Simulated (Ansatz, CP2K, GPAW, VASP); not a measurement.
Sc: programs and potentials compared

```
CELL_PARAMETERS angstrom
3.30900 0.00000 0.00000
-1.65450 2.86568 0.00000
0.00000 0.00000 5.27330
ATOMIC_POSITIONS crystal
Sc 0.66667 0.33333 0.75000
Sc 0.33333 0.66667 0.25000
```

Alike in all runs: task single point; functional RPBE; k mesh 9 × 9 × 5; occupations gaussian, width 0.05 eV; no spin polarisation; no spin-orbit coupling. Pressure is positive in compression and, in plane waves, holds the error of the finite cutoff.

| program and potentials | plane-wave cutoff (eV) | notes | pressure (GPa) |
| --- | --- | --- | --- |
| GPAW, the program's PAW data sets (release 1.2.1) made for this functional | 600 | - | 1.19 |
| Ansatz, all-electron LAPW, scalar-relativistic | - | - | 1.32 |
| CP2K, POTENTIAL_UZH Sc GTH-PBE-q11; TZVP-MOLOPT-PBE-GTH basis | - | atomic basis; potentials made for PBE | 1.13 |
| VASP, PBE PAW files Sc_sv_GW, 550 eV | 550 | potentials made for PBE | 0.62 |

The pressure spans 0.62 (VASP, PBE PAW files Sc_sv_GW, 550 eV) to 1.32 GPa (Ansatz, all-electron LAPW, scalar-relativistic), with all-electron results at 1.32. Rows in atomic bases carry the error of their basis and grid, which can be large.

Differences between rows come from potentials, basis sets and numerical settings, since the functional is the same but for its coding. Runs on potential files found faulty are left out.
